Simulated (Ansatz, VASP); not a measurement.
## One calculation of SrO, two programs

```
Sr O
1.0
     0.00000    2.55233    2.55233
     2.55233    0.00000    2.55233
     2.55233    2.55233    0.00000
Sr O
1 1
Direct
  0.50000 0.50000 0.50000
  0.00000 0.00000 0.00000
```

Alike in both runs: functional PBEsol; k mesh 8 × 8 × 8; no spin polarisation.

Ansatz relaxed the structure, and its values are those at the end. VASP's run is a single point on that final structure, the one shown.

```csv
,VASP,Ansatz
version,VASP 6.6.1,Ansatz 0.2.0
potentials or method,"VASP PAW PBE potentials, release 64 (Sr_sv, O)","PAW with Ansatz's default frozen-core files, scalar-relativistic"
plane-wave cutoff (eV),520,420
occupations,"gaussian, width 0.01 eV",fixed
valence electrons in the cell,16,16
```

```tsv
	VASP	Ansatz	Ansatz less VASP
pressure (GPa)	1.7	1.0	-0.67
```

Caveats: the PAW data sets were made with another functional, which shifts forces and pressure a little (VASP). A k mesh can miss the band edges.
